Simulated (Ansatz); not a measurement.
LiH (Fm-3m), clamped-ion strain scan

Method: Ansatz 0.2.0, DFT PBE, scalar-relativistic, plane waves, PAW. The runs took a 420 eV cutoff, a Γ-centred 10×10×10 mesh and Gaussian smearing (0.05 eV). No spin polarisation. Energies are free energies at this smearing, counted from the undisturbed cell; pressure is positive in compression.

Zero of the scan (as given, not relaxed at this level; it stands at -1.5 GPa):

```xyz
2
Lattice="0.0000 2.0325 2.0325 2.0325 0.0000 2.0325 2.0325 2.0325 0.0000" Properties=species:S:1:pos:R:3 pbc="T T T"
Li    0.0000    0.0000    0.0000
H     2.0325    2.0325    2.0325
```

The cell is strained by ε times the Voigt pattern (1, 1, 0, 0, 0, 0) (xx, yy, zz, yz, xz, xy; engineering shear) with fractional coordinates fixed.

Task: Over the sampled range (-0.0400 to 0.0400), is the undisturbed cell the lowest point?

Result: No: the energy is lower at ε = -0.0200, -1.2 in ΔE (meV/atom).

Task: Which end lies higher in energy, -0.0400 or +0.0400?

Result: +0.0400: 12.4 against 1.8.

Task: Does the gap on the k-mesh survive along the scan?

Result: It is 3.02 eV in the undisturbed cell and stays between 2.48 and 3.02 eV.

The scan:

| ε | ΔE (meV/atom) |
| --- | --- |
| -0.0400 | 1.8 |
| -0.0300 | -0.3 |
| -0.0200 | -1.2 |
| -0.0100 | -1.1 |
| 0.0000 | 0.0 |
| 0.0100 | 1.9 |
| 0.0200 | 4.7 |
| 0.0300 | 8.2 |
| 0.0350 | 10.2 |
| 0.0400 | 12.4 |